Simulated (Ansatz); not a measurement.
Ionic part of the dielectric constant of BN, mode by mode

Computed with DFT PBEsol, scalar-relativistic, plane waves, PAW in Ansatz. Settings: 420 eV plane-wave cutoff, Γ-centred 12×12×4 mesh, fixed occupations. No spin polarisation. Phonons by linear response, acoustic sum rule imposed.

It takes space group P6_3/mmc (No. 194, hexagonal). The conventional cell has a = 2.504 Å, b = 2.504 Å, c = 7.033 Å, α = 90.00°, β = 90.00°, γ = 120.00°. B (site symmetry -6m2) has 3 N at 1.45 Å as nearest neighbours. N (site symmetry -6m2) has 3 B at 1.45 Å as nearest neighbours.

The crystal is built of layers and no dispersion correction was added, so the binding between them is poorly described, and with it their spacing and whatever depends on it.

The primitive cell has V = 38.20 Å³ and ε∞,yy = 4.608. Each polar mode adds Δε = (4.92064×10⁷/V)·S/ν² along y, with S its oscillator strength in e²/amu, ν in cm⁻¹ and V in Å³.

Q: From these modes, find each Δε and ε0,yy.
```csv
ν (cm⁻¹),S_yy (e²/amu)
1362.0,2.408
```

A:
```
ν (cm⁻¹)    Δε
  1362.0  1.67
```

The sum is 1.672, so ε0,yy = 6.28; the run's tensor has 6.28.

Q: Where do the longitudinal modes lie for a wave vector along y?

A: At 1590 cm⁻¹. The Lyddane–Sachs–Teller product Π(ν_LO/ν_TO)² = 1.36 matches ε0/ε∞ = 1.36.

Cost: 1 run of about 6.6 core-minutes, on Arm Neoverse V2 (shared hosts).

The in-plane static response of BN is mainly electronic, with a single polar mode supplying the whole lattice part of 1.67. In this mode boron and nitrogen move against each other within the sheets, and the dipoles of the two layers add. The B–N bond is polar enough to give the mode a large oscillator strength, but the stiff sp² σ framework keeps the ionic displacement in a static field small. The light atoms raise the frequency without reducing this contribution, since the mass cancels between oscillator strength and squared frequency.

The same dynamical charges produce the macroscopic field that lifts the longitudinal mode to 1590 cm⁻¹, well above the transverse one at 1362.0 cm⁻¹. With only one polar mode, the Lyddane–Sachs–Teller agreement confirms internal consistency rather than testing accuracy independently. Hexagonal symmetry extends the result to every in-plane direction, but not to the layer normal, where softer out-of-plane motion governs the lattice response. Nor does the splitting carry over to an isolated sheet, where it vanishes at long wavelength.
